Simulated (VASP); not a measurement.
Level of theory: PBE GGA, VASP's PBE PAW potentials (set 64) (plane waves; VASP).

VASP ran on this input.

### POSCAR
```
ZnTe
1
    0.0000000000     3.0846430000     3.0846430000
    3.0846430000     0.0000000000     3.0846430000
    3.0846430000     3.0846430000     0.0000000000
Zn Te
1 1
Direct
  0.5000000000   0.5000000000   0.5000000000
  0.2500000000   0.2500000000   0.2500000000
```

File KPOINTS:
```
Automatic mesh
0
Gamma
9 9 9
0 0 0
```

### INCAR
```
ALGO = Normal
EDIFF = 1E-6
ENCUT = 300
GGA = PE
ISIF = 2
ISMEAR = 0
LASPH = .True.
LCHARG = .False.
LMAXMIX = 4
LREAL = .False.
LWAVE = .False.
NELM = 100
PREC = Accurate
SIGMA = 0.01
SYSTEM = ZnTe
```

POTCAR, in this order: Zn Te (PBE.64 set). Program: vasp_std.

Output of the run:

### OSZICAR
```
       N       E                     dE             d eps       ncg     rms          rms(c)
DAV:   1     0.620057938087E+02    0.62006E+02   -0.61791E+03   910   0.968E+02
DAV:   2    -0.229995740507E+01   -0.64306E+02   -0.62655E+02   995   0.209E+02
DAV:   3    -0.532048552064E+01   -0.30205E+01   -0.30128E+01  1090   0.477E+01
DAV:   4    -0.536019938739E+01   -0.39714E-01   -0.39709E-01  1260   0.536E+00
DAV:   5    -0.536053060919E+01   -0.33122E-03   -0.33122E-03  1075   0.314E-01    0.459E+00
DAV:   6    -0.519807493734E+01    0.16246E+00   -0.54890E-01  1116   0.200E+01    0.357E+00
DAV:   7    -0.518765940924E+01    0.10416E-01   -0.10775E-01  1035   0.347E+00    0.142E+00
DAV:   8    -0.518767479167E+01   -0.15382E-04   -0.41178E-03  1127   0.619E-01    0.377E-01
DAV:   9    -0.518788271453E+01   -0.20792E-03   -0.98644E-04   995   0.292E-01    0.121E-01
DAV:  10    -0.518790176918E+01   -0.19055E-04   -0.69406E-05  1095   0.792E-02    0.896E-02
DAV:  11    -0.518795528290E+01   -0.53514E-04   -0.85999E-05   955   0.649E-02    0.505E-02
DAV:  12    -0.518795607512E+01   -0.79222E-06   -0.37138E-06  1115   0.305E-02
   1 F= -.51879561E+01 E0= -.51879561E+01  d E =-.204059E-24
```

### OUTCAR
```
------------------------ aborting loop because EDIFF is reached ----------------------------------------
  FORCE on cell =-STRESS in cart. coord.  units (eV):
  Direction    XX          YY          ZZ          XY          YZ          ZX
  --------------------------------------------------------------------------------------
  Total        0.1062075      0.1062075      0.1062075      0.0000000     -0.0000000      0.0000000
  in kB        2.8988184      2.8988184      2.8988184      0.0000000     -0.0000000      0.0000000
  external PRESSURE =       2.8988184 kB  Pullay stress =       0.0000000 kB
  volume of cell :       58.70
      direct lattice vectors                 reciprocal lattice vectors
     0.000000000  3.084643000  3.084643000    -0.162093312  0.162093312  0.162093312
     3.084643000  0.000000000  3.084643000     0.162093312 -0.162093312  0.162093312
     3.084643000  3.084643000  0.000000000     0.162093312  0.162093312 -0.162093312
 POSITION                                       TOTAL-FORCE (eV/Angst)
 -----------------------------------------------------------------------------------
      3.08464      3.08464      3.08464         0.000000      0.000000      0.000000
      1.54232      1.54232      1.54232        -0.000000     -0.000000     -0.000000
 -----------------------------------------------------------------------------------
    total drift:                                0.000003      0.000003      0.000003
  FREE ENERGIE OF THE ION-ELECTRON SYSTEM (eV)
  ---------------------------------------------------
  free  energy   TOTEN  =        -5.1879560751 eV

  energy  without entropy=       -5.1879560751  energy(sigma->0) =       -5.18795608
```
(Selected blocks of OUTCAR.)

OUTCAR:
```
 val. band max:        2.8850881446   @ k =   0.0000   0.0000   0.0000

 cond. band min:       3.9773303979   @ k =   0.0000   0.0000   0.0000


 Fermi energy:         2.9530425672

 k-point     1 :       0.0000    0.0000    0.0000
  band No.  band energies     occupation
      1      -8.6957      2.00000
      2      -3.8906      2.00000
      3      -3.8906      2.00000
      4      -3.8906      2.00000
      5      -3.6756      2.00000
      6      -3.6756      2.00000
      7       2.8851      2.00000
      8       2.8851      2.00000
      9       2.8851      2.00000
     10       3.9773      0.00000
     11       7.3060      0.00000
     12       7.3060      0.00000
     13       7.3061      0.00000

 k-point     2 :       0.1111    0.0000    0.0000
  band No.  band energies     occupation
      1      -8.6162      2.00000
      2      -3.8834      2.00000
      3      -3.8834      2.00000
      4      -3.8822      2.00000
      5      -3.6764      2.00000
      6      -3.6764      2.00000
      7       1.7423      2.00000
      8       2.7592      2.00000
      9       2.7592      2.00000
     10       4.7412      0.00000
     11       7.3920      0.00000
     12       7.5051      0.00000
     13       7.5051      0.00000

 k-point     3 :       0.2222    0.0000    0.0000
  band No.  band energies     occupation
      1      -8.4000      2.00000
      2      -3.8662      2.00000
      3      -3.8662      2.00000
      4      -3.8437      2.00000
      5      -3.6771      2.00000
      6      -3.6771      2.00000
      7       0.2231      2.00000
      8       2.4811      2.00000
      9       2.4811      2.00000
     10       4.9725      0.00000
     11       7.8689      0.00000
     12       7.8689      0.00000
     13       8.3228      0.00000

 k-point     4 :       0.3333    0.0000    0.0000
  band No.  band energies     occupation
      1      -8.1222      2.00000
      2      -3.8493      2.00000
      3      -3.8493      2.00000
...
```

At this cut-off the stress carries a Pulay error, which pulls relaxed volumes low. Unless said otherwise, spin-orbit coupling is left out, though it shifts the bands of the heavy elements here.

The structure comes from a computed database's ZnTe entry; how it stands against other phases isn't given here. The cell was not relaxed at this level.
